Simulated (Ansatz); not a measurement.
# Al2Pt (Fm-3m) in Ansatz: equation of state

Aim: energy against volume of Al2Pt in PBEsol, for its equilibrium volume and stiffness.

All numbers are computed with Ansatz 0.2.0; they aren't measurements. Logs are shortened: lines on timing, memory, paths and dates and some standing lists are left out, and cuts for length are marked.

### 1 The structure

It takes space group Fm-3m (No. 225, cubic). The conventional cell has a = 5.910 Å, b = 5.910 Å, c = 5.910 Å, α = 90.00°, β = 90.00°, γ = 90.00°. Pt (site symmetry m-3m) has 8 Al at 2.56 Å as nearest neighbours. Al (site symmetry -43m) has 4 Pt at 2.56 Å as nearest neighbours.

### 2 Equation of state, PBEsol

Potentials or basis: all-electron LAPW, scalar-relativistic.

No new run: the results of the series are fitted here.

What came out:

| Quantity | Value |
| --- | --- |
| Equilibrium volume | 17.08 Å³/atom |
| Bulk modulus | 138 GPa |
| Pressure derivative of the bulk modulus | 4.4 |

Energy against volume, from the lowest point:
```
volume (Å³/atom)  energy (meV/atom)
          16.170              22.98
          16.514               8.40
          16.858               0.98
          17.202               0.00
          17.546               4.78
          17.890              14.73
          18.234              29.30
```

The run has no spin-orbit coupling, so splittings on Pt are missing.
